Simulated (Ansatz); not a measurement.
BaF2 (Frankdicksonite):

```
CELL_PARAMETERS angstrom
0.00000 3.10005 3.10005
3.10005 0.00000 3.10005
3.10005 3.10005 0.00000
ATOMIC_POSITIONS crystal
Ba 0.00000 0.00000 0.00000
F 0.75000 0.75000 0.75000
F 0.25000 0.25000 0.25000
```

Base run:

* Program: Ansatz 0.2.0
* Functional: RPBE
* Potentials or basis: Ansatz PAW
* Cutoff: 420 eV (not typed: the program's choice for these potentials)
* k mesh: 8 × 8 × 8
* Occupations: fermi-dirac, width 0.05 eV
* Spin: no spin polarisation

Its results: band gap on the k mesh 7.13 eV, indirect (least direct gap 7.22 eV); pressure 4.1 GPa.

The run is repeated on the same cell with these changes: functional from RPBE to PBEsol. What comes out?

Band gap on the k mesh 6.70 eV, indirect (least direct gap 6.80 eV); pressure -1.8 GPa.

PBEsol binds more tightly than RPBE, so the same cell stands under less pressure.

Caveats: spin-orbit coupling is left out, which moves the levels of the heavy elements; the PAW data sets come from PBE, with cores solved anew for the run's functional, which leaves a small shift of forces and pressure.
